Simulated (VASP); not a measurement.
# Si (P6_3/mmc) in VASP: further runs

Runs on Si. Level: PBE+D3(BJ). Tasks: density of states, phonons.

Everything below comes from runs of VASP 6.6.1. Logs are shortened: lines on timing, memory, paths and dates and some standing lists are left out, and cuts for length are marked.

**1. Starting point**

The structure is hexagonal, space group P6_3/mmc (No. 194). The conventional cell has a = 2.637 Å, b = 2.637 Å, c = 4.509 Å, α = 90.00°, β = 90.00°, γ = 120.00°. Si (site symmetry -6m2) has 12 Si at 2.64 to 2.72 Å as nearest neighbours.

This isn't the form of Si at room conditions, which is diamond.

**2. Density of states, PBE+D3(BJ)**

Input file POSCAR:

```
Si
1.0
    2.6369973686      0.0000000000      0.0000000000
   -1.3184986843      2.2837067109      0.0000000000
    0.0000000000      0.0000000000      4.5089914132
Si
2
Direct
    0.3333333333      0.6666666667      0.2500000000
    0.6666666667      0.3333333333      0.7500000000
```

Input file INCAR.step1:

```
SYSTEM = Si
PREC     = Accurate       ! precision mode
ENCUT    = 520            ! plane-wave cutoff, eV
EDIFF    = 1E-6           ! SCF threshold, eV
ISMEAR   = 0              ! smearing method
SIGMA    = 0.1            ! smearing width, eV
LREAL    = .FALSE.        ! projectors in reciprocal space
LASPH    = .TRUE.         ! aspherical terms in the spheres
NELM     = 100            ! most SCF steps
ALGO     = Normal         ! electronic algorithm
ISIF     = 2              ! what is computed and relaxed
LWAVE    = .FALSE.        ! write WAVECAR
LCHARG   = .TRUE.         ! write CHGCAR
GGA      = PE             ! functional
IVDW     = 12             ! dispersion correction
NBANDS   = 11             ! bands
```

Input file KPOINTS.step1:

```
Automatic mesh
0
G
  18 18 10
  0 0 0
```

Input file INCAR.step2:

```
SYSTEM = Si
PREC     = Accurate       ! precision mode
ENCUT    = 520            ! plane-wave cutoff, eV
EDIFF    = 1E-6           ! SCF threshold, eV
ISMEAR   = -5             ! smearing method
SIGMA    = 0.1            ! smearing width, eV
LREAL    = .FALSE.        ! projectors in reciprocal space
LASPH    = .TRUE.         ! aspherical terms in the spheres
NELM     = 100            ! most SCF steps
ALGO     = Normal         ! electronic algorithm
ISIF     = 2              ! what is computed and relaxed
LWAVE    = .FALSE.        ! write WAVECAR
LCHARG   = .FALSE.        ! write CHGCAR
GGA      = PE             ! functional
IVDW     = 12             ! dispersion correction
LORBIT   = 11             ! projections on sites
NEDOS    = 1001           ! points of the DOS
ICHARG   = 11             ! starting density
```

Input file KPOINTS.step2:

```
Automatic mesh
0
G
  27 27 15
  0 0 0
```

Potentials or basis: VASP PAW PBE potentials, release 64 (Si).

On the command line:

```
$ cat potpaw_PBE.64/Si/POTCAR > POTCAR
$ cp INCAR.step1 INCAR
$ cp KPOINTS.step1 KPOINTS
$ mpirun -np 1 vasp_std > vasp.out
$ cp INCAR.step2 INCAR
$ cp KPOINTS.step2 KPOINTS
$ mpirun -np 1 vasp_std > vasp.out
```

OUTCAR:

```text
SYSTEM = Si
   PREC = Accurate
   ENCUT = 520
   EDIFF = 1E-6
   ISMEAR = -5
   LREAL = .FALSE.
   LASPH = .TRUE.
   NELM = 100
   ISIF = 2
   GGA = PE
   IVDW = 12
   LORBIT = 11
   ICHARG = 11
 IVDW          = 12

 ion  position               nearest neighbor table
   1  0.333  0.667  0.250-   2 2.72   2 2.72   2 2.72   2 2.72   2 2.72   2 2.72
   2  0.667  0.333  0.750-   1 2.72   1 2.72   1 2.72   1 2.72   1 2.72   1 2.72

  LATTYP: Found a hexagonal cell.
 ALAT       =     2.6369973686
 C/A-ratio  =     1.7098960609

  Lattice vectors:

 A1 = (   2.6369973686,   0.0000000000,   0.0000000000)
 A2 = (  -1.3184986843,   2.2837067109,   0.0000000000)
 A3 = (   0.0000000000,   0.0000000000,   4.5089914132)

Analysis of symmetry for initial positions (statically):
=====================================================================
 Subroutine PRICEL returns:
 Original cell was already a primitive cell.

 Routine SETGRP: Setting up the symmetry group for a
 hexagonal supercell.

 Subroutine GETGRP returns: Found 24 space group operations
 (whereof 12 operations were pure point group operations)
 out of a pool of 24 trial point group operations.

The static configuration has the point symmetry D_3d.
 The point group associated with its full space group is D_6h.

Analysis of symmetry for dynamics (positions and initial velocities):
=====================================================================
 Subroutine PRICEL returns:
 Original cell was already a primitive cell.

 Routine SETGRP: Setting up the symmetry group for a
 hexagonal supercell.

 Subroutine GETGRP returns: Found 24 space group operations
 (whereof 12 operations were pure point group operations)
 out of a pool of 24 trial point group operations.

The dynamic configuration has the point symmetry D_3d.
 The point group associated with its full space group is D_6h.

 Subroutine INISYM returns: Found 24 space group operations
 (whereof 12 operations are pure point group operations),
 and found     1 'primitive' translations

----------------------------------------------------------------------------------------

                                     Primitive cell

  volume of cell :      27.1537

  direct lattice vectors                    reciprocal lattice vectors
     2.636997369  0.000000000  0.000000000     0.379219188  0.218942300  0.000000000
    -1.318498684  2.283706711  0.000000000     0.000000000  0.437884600  0.000000000
     0.000000000  0.000000000  4.508991413     0.000000000  0.000000000  0.221779087

  length of vectors
     2.636997369  2.636997369  4.508991413     0.437884600  0.437884600  0.221779087

  position of ions in fractional coordinates (direct lattice)
     0.333333333  0.666666667  0.250000000
     0.666666667  0.333333333  0.750000000

  ion indices of the primitive-cell ions
   primitive index   ion index
                 1           1
                 2           2

----------------------------------------------------------------------------------------

 KPOINTS: Automatic mesh

Automatic generation of k-mesh.
 Grid dimensions read from file:
 generate k-points for:   27   27   15

 Generating k-lattice:

  Cartesian coordinates                     Fractional coordinates (reciprocal lattice)
     0.014045155  0.008108974  0.000000000     0.037037037  0.000000000  0.000000000
     0.000000000  0.016217948  0.000000000     0.000000000  0.037037037  0.000000000
     0.000000000  0.000000000  0.014785272     0.000000000  0.000000000  0.066666667

  Length of vectors
     0.016217948  0.016217948  0.014785272

  Shift w.r.t. Gamma in fractional coordinates (k-lattice)
     0.000000000  0.000000000  0.000000000

 TETIRR: Found  10722 inequivalent tetrahedra from    65610

 Subroutine IBZKPT returns following result:
 ===========================================

 Found    600 irreducible k-points:

 Following reciprocal coordinates:
            Coordinates               Weight
  0.000000  0.000000  0.000000      1.000000
  0.037037  0.000000  0.000000      6.000000
  0.074074  0.000000  0.000000      6.000000
  0.111111 -0.000000  0.000000      6.000000
  0.148148 -0.000000  0.000000      6.000000
  0.185185 -0.000000  0.000000      6.000000
[... 16 lines left out ...]
  0.333333  0.037037  0.000000     12.000000
  0.370370  0.037037  0.000000     12.000000
 [... further k-points ...]
   k-points           NKPTS =    600   k-points in BZ     NKDIM =    600   number of bands    NBANDS=      8
   number of dos      NEDOS =   1001   number of ions     NIONS =      2
   total plane-waves  NPLWV =  14400
   dimension x,y,z NGX =    20 NGY =   20 NGZ =   36
   dimension x,y,z NGXF=    40 NGYF=   40 NGZF=   72
   ions per type =               2
   NGX,Y,Z   is equivalent  to a cutoff of  12.61, 12.61, 13.27 a.u.
   NGXF,Y,Z  is equivalent  to a cutoff of  25.22, 25.22, 26.55 a.u.
 SYSTEM =  Si
   PREC   = accura    normal or accurate (medium, high low for compatibility)
   ISTART =      0    job   : 0-new  1-cont  2-samecut
   ICHARG =     11    charge: 1-file 2-atom 10-const
   ISPIN  =      1    spin polarized calculation?
   LNONCOLLINEAR =      F non collinear calculations
   LSORBIT =      F    spin-orbit coupling
   LASPH  =      T    aspherical Exc in radial PAW
   ENCUT  =  520.0 eV  38.22 Ry    6.18 a.u.   4.90  4.90  8.38*2*pi/ulx,y,z
   NELM   =    100;   NELMIN=  2; NELMDL=  0     # of ELM steps
   EDIFF  = 0.1E-05   stopping-criterion for ELM
   LREAL  =      F    real-space projection
   EDIFFG = 0.1E-04   stopping-criterion for IOM
   NSW    =      0    number of steps for IOM
   IBRION =     -1    ionic relax: 0-MD 1-quasi-New 2-CG
   NFREE  =      0    steps in history (QN), initial steepest desc. (CG)
   ISIF   =      2    stress and relaxation
   ISYM   =      2    0-nonsym 1-usesym 2-fastsym
   POTIM  = 0.5000    time-step for ionic-motion
   TEBEG  =    0.0;   TEEND  =   0.0 temperature during run
   PSTRESS=    0.0 pullay stress
   NELECT =       8.0000    total number of electrons
   NUPDOWN=      -1.0000    fix difference up-down
   EMIN   =  10.00;   EMAX   =-10.00  energy-range for DOS
   EFERMI =   0.00;   METHOD = LEGACY
   ISMEAR =    -5;   SIGMA  =   0.10  broadening in eV -4-tet -1-fermi 0-gaus
   EFERMI_NEDOS =   21; number of points for ismear=-14 and -15
   IALGO  =     38    algorithm
   IMIX   =      4    mixing-type and parameters
     AMIX     =   0.40;   BMIX     =  1.00
     AMIX_MAG =   1.60;   BMIX_MAG =  1.00
  volume/ion in A,a.u.               =      13.58        91.62
  Fermi-wavevector in a.u.,A,eV,Ry     =   1.089336  2.058546 16.145380  1.186652
  Thomas-Fermi vector in A             =   2.225537
   LORBIT       =     11    0 simple, 1 ext, 2 COOP (PROOUT), +10 PAW based schemes
   GGA     = PE    functional components
   LHFCALC =     F    Hartree Fock is set to
   AEXX    =    0.0000 exact exchange contribution
   IVDW    =    12    specifies the selected vdW correction
   LEPSILON=     F    determine dielectric tensor
   LRPA    =     F    only Hartree local field effects (RPA)
 non-spin polarized calculation
 Fermi weights with tetrahedron method with Bloechl corrections
  energy-cutoff  :      520.00
  volume of cell :       27.15
 maximum number of plane-waves:       762
 NGX is ok and might be reduce to    20

 number of electron       8.0000001 magnetization

 Free energy of the ion-electron system (eV)
  ---------------------------------------------------
  ext. energy  EPLUGINS =         0.00000000
  ---------------------------------------------------
  free energy    TOTEN  =        -9.80763081 eV

  energy without entropy =       -9.80763081  energy(sigma->0) =       -9.80763081

 E-fermi :  11.0496     XC(G=0): -11.4529

 val. band max:       11.1310887342   @ k =   0.2593   0.1111   0.4000
 cond. band min:      10.8859223975   @ k =   0.4815   0.0370   0.0000
 fundamental gap:     -0.2451663367
 Fermi energy:        11.0496129102

 k-point     1 :       0.0000    0.0000    0.0000
  band No.  band energies     occupation
      1      -4.0291      2.00000
      2       2.5656      2.00000
      3       3.4592      2.00000
      4      20.4882      0.00000
      5      20.4882      0.00000
      6      21.6556      0.00000
      7      21.7260      0.00000
      8      21.8876      0.00000

 k-point     2 :       0.0370    0.0000    0.0000
  band No.  band energies     occupation
      1      -3.9909      2.00000
      2       2.6033      2.00000
      3       3.4954      2.00000
      4      19.7179      0.00000
      5      20.0455      0.00000
      6      21.3624      0.00000
      7      21.8369      0.00000
      8      22.1446      0.00000

 k-point     3 :       0.0741    0.0000    0.0000
  band No.  band energies     occupation
      1      -3.8761      2.00000
      2       2.7163      2.00000
      3       3.6038      2.00000
      4      18.3115      0.00000
      5      19.3358      0.00000
      6      20.9791      0.00000
      7      21.8144      0.00000
      8      22.9410      0.00000
[... 210 lines left out ...]
 k-point    23 :       0.3333    0.0370    0.0000
  band No.  band energies     occupation
      1      -0.5787      2.00000
      2       5.8988      2.00000
      3       6.7233      2.00000
      4       7.4833      2.00000
      5      13.6166      0.00000
      6      14.6166      0.00000
      7      14.8953      0.00000
      8      18.4127      0.00000

 k-point    24 :       0.3704    0.0370    0.0000
  band No.  band energies     occupation
      1       0.1701      2.00000
      2       6.0548      2.00000
      3       6.8228      2.00000
      4       7.4250      2.00000
      5      12.4608     -0.00805
      6      13.4414      0.00000
      7      14.6532      0.00000
      8      18.1805      0.00000

 [... further k-points ...]

------------------------ aborting loop because EDIFF is reached ----------------------------------------

 Edisp (eV)   -0.91543

 E8    (eV) :    -0.3744

  FORCE on cell =-STRESS in cart. coord.  units (eV):
  Direction    XX          YY          ZZ          XY          YZ          ZX
  --------------------------------------------------------------------------------------
  -------------------------------------------------------------------------------------
  Total      -0.03268    -0.03268    -0.11440    -0.00000    -0.00000     0.00000
  in kB      -1.92840    -1.92840    -6.75013    -0.00000    -0.00000     0.00000
  external pressure =       -3.54 kB  Pullay stress =        0.00 kB

 VOLUME and BASIS-vectors are now :
 -----------------------------------------------------------------------------
  energy-cutoff  :      520.00
  volume of cell :       27.15
      direct lattice vectors                 reciprocal lattice vectors
     2.636997369  0.000000000  0.000000000     0.379219188  0.218942300  0.000000000
    -1.318498684  2.283706711  0.000000000     0.000000000  0.437884600  0.000000000
     0.000000000  0.000000000  4.508991413     0.000000000  0.000000000  0.221779087

 POSITION                                       TOTAL-FORCE (eV/Angst)
 -----------------------------------------------------------------------------------
     -0.00000      1.52247      1.12725         0.000000     -0.000000     -0.000000
      1.31850      0.76124      3.38174        -0.000000      0.000000      0.000000
 -----------------------------------------------------------------------------------
    total drift:                                0.000000     -0.000000      0.000000

  FREE ENERGIE OF THE ION-ELECTRON SYSTEM (eV)
  ---------------------------------------------------
  free  energy   TOTEN  =       -10.7230632903 eV

  energy  without entropy=      -10.7230632903  energy(sigma->0) =      -10.72306329

 total charge

# of ion       s       p       d       tot
------------------------------------------
    1        0.817   0.747   0.000   1.564
    2        0.817   0.747   0.000   1.564
--------------------------------------------------
tot          1.634   1.495   0.000   3.129
```

Run time: 38 s. Hardware: 1 thread of Intel Xeon 6975P-C (Granite Rapids), shared host; peak memory 0.23 GiB.

What came out:

| Quantity | Value |
| --- | --- |
| Valence electrons inside the program's atomic spheres | Si 1.56 |
| Dispersion energy per atom | -0.458 eV |

Levels at points of the mesh, in eV from the Fermi level:
| k point | band 1 | band 2 | band 3 | band 4 | band 5 | band 6 | band 7 | band 8 |
| --- | --- | --- | --- | --- | --- | --- | --- | --- |
| (0.00, 0.00, 0.00) | -15.08 | -8.48 | -7.59 | 9.44 | 9.44 | 10.61 | 10.68 | 10.84 |

States per cell in windows of 0.5 eV (zero at the Fermi level; states under -8 eV left out):
```tsv
from (eV)	total	Si1_p	Si2_p	Si1_s	Si2_s	Si1_d	Si2_d
-8.0	0.25	0.02	0.02	0.03	0.03	0.00	0.00
-7.5	0.27	0.02	0.02	0.03	0.03	0.00	0.00
-7.0	0.33	0.04	0.04	0.03	0.03	0.00	0.00
-6.5	0.27	0.03	0.03	0.02	0.02	0.00	0.00
-6.0	0.33	0.04	0.04	0.03	0.03	0.00	0.00
-5.5	0.30	0.03	0.03	0.03	0.03	0.00	0.00
-5.0	0.33	0.03	0.03	0.03	0.03	0.00	0.00
-4.5	0.34	0.04	0.04	0.03	0.03	0.00	0.00
-4.0	0.34	0.04	0.04	0.03	0.03	0.00	0.00
-3.5	0.39	0.04	0.04	0.03	0.03	0.00	0.00
-3.0	0.35	0.04	0.04	0.03	0.03	0.00	0.00
-2.5	0.42	0.05	0.05	0.03	0.03	0.00	0.00
-2.0	0.40	0.05	0.05	0.02	0.02	0.00	0.00
-1.5	0.41	0.05	0.05	0.02	0.02	0.00	0.00
-1.0	0.36	0.05	0.05	0.02	0.02	0.00	0.00
-0.5	0.36	0.05	0.05	0.02	0.02	0.00	0.00
0.0	0.44	0.06	0.06	0.03	0.03	0.00	0.00
0.5	0.41	0.05	0.05	0.02	0.02	0.00	0.00
1.0	0.45	0.06	0.06	0.02	0.02	0.00	0.00
1.5	0.42	0.06	0.06	0.02	0.02	0.00	0.00
2.0	0.43	0.06	0.06	0.02	0.02	0.00	0.00
2.5	0.48	0.07	0.07	0.02	0.02	0.00	0.00
3.0	0.44	0.07	0.07	0.02	0.02	0.00	0.00
3.5	0.52	0.08	0.08	0.02	0.02	0.00	0.00
4.0	0.47	0.07	0.07	0.02	0.02	0.00	0.00
4.5	0.52	0.08	0.08	0.02	0.02	0.00	0.00
5.0	0.44	0.08	0.08	0.01	0.01	0.00	0.00
5.5	0.47	0.08	0.08	0.01	0.01	0.00	0.00
6.0	0.56	0.10	0.10	0.01	0.01	0.00	0.00
6.5	0.49	0.09	0.09	0.01	0.01	0.00	0.00
7.0	0.41	0.07	0.07	0.01	0.01	0.00	0.00
7.5	0.26	0.05	0.05	0.01	0.01	0.00	0.00
```

Caveat: pairwise dispersion overbinds metals, which lowers pressure and volume; tetrahedron occupations give inexact forces and stress in metals.

[end of part 1 of 2]
